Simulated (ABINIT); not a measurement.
Runs of ABINIT 10.8.3 (patched build) on CuI. It takes space group P4/nmm (No. 129, tetragonal). Conventional cell: a = 4.090 Å, b = 4.090 Å, c = 6.551 Å, α = 90.00°, β = 90.00°, γ = 90.00°. I (site symmetry 4mm) is surrounded by 4 Cu at 2.65 Å. Around Cu (site symmetry -4m2) lie 4 I at 2.65 Å and 4 Cu at 2.89 Å. Measurements of this composition are mostly on another form, of space group No. 216.

```tsv
task	level	potentials or basis	cutoff (eV)	fine-grid cutoff	gap on the mesh (eV)	pressure (GPa)	largest force (eV/Å)
band structure	r2SCAN	JTH PAW PBE v2.0	844	1442.2 eV	(a)	(b)	0.12
band structure	LDA	JTH PAW LDA v2.0	707	1306.15 eV	1.38	-3.2	0.38
single point	PBEsol	PseudoDojo NC SR PBEsol v0.4.1 standard	1252	-	1.46	-1.5	0.18
band structure	PBEsol	PseudoDojo NC SR PBEsol v0.4.1 standard	1252	-	1.46	-1.5	0.18
```

Alike in all rows: no spin polarisation; cell as given; k mesh 7 × 7 × 4; smearing fermi-dirac 0.05 eV.

Question: Estimate the missing entries.

Answer: (a) 2.04; (b) 0.6.

Caveats: spin-orbit coupling is left out, which moves the levels of the heavy elements; this functional lacks dispersion, which binds the layers, so the pressure and a relaxed spacing across them are unreliable (some runs); the PAW data sets were made with another functional, which shifts forces and pressure a little (some runs).

A k mesh can miss the band edges, and the runs leave out spin-orbit coupling on I.
